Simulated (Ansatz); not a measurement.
# CuO: how the free axis answers a strain

CuO, Cccm, a = 4.085 Å, b = 4.101 Å, c = 5.092 Å. This isn't the usual stable structure of the compound. Ansatz: PBEsol, PAW, 420 eV, Γ-centred 10×10×8 mesh on 8 atoms, Gaussian smearing 0.10 eV; no spin polarisation. Series: biaxial strain in the a-b plane, c and atoms relaxed; x is the strain in per cent. y is the change of c in per cent of 5.092 Å.

| x (%) | y (%) |
| --- | --- |
| -4.0 | ? |
| -2.0 | 1.60 |
| 0.0 | 0.00 |
| 2.0 | -1.51 |
| 4.0 | -2.90 |

Fit y = c1 x + c2 x² to the other rows, say what c1 measures, and predict the missing y.

Least squares on the rows shown. y = −0.7761 x + 0.01261 x². With no stress along c, c1 = −(C13 + C23)/C33 = -0.776. At x = -4.0 the fit asked for gives 3.31 %. The run gave 3.28 %, so the fit is 0.03 % too high, a small miss on the scale of the series. The form still works here, 33 % of the fitted range beyond its end.

Spin polarisation was left out, and a magnetic state may lie lower.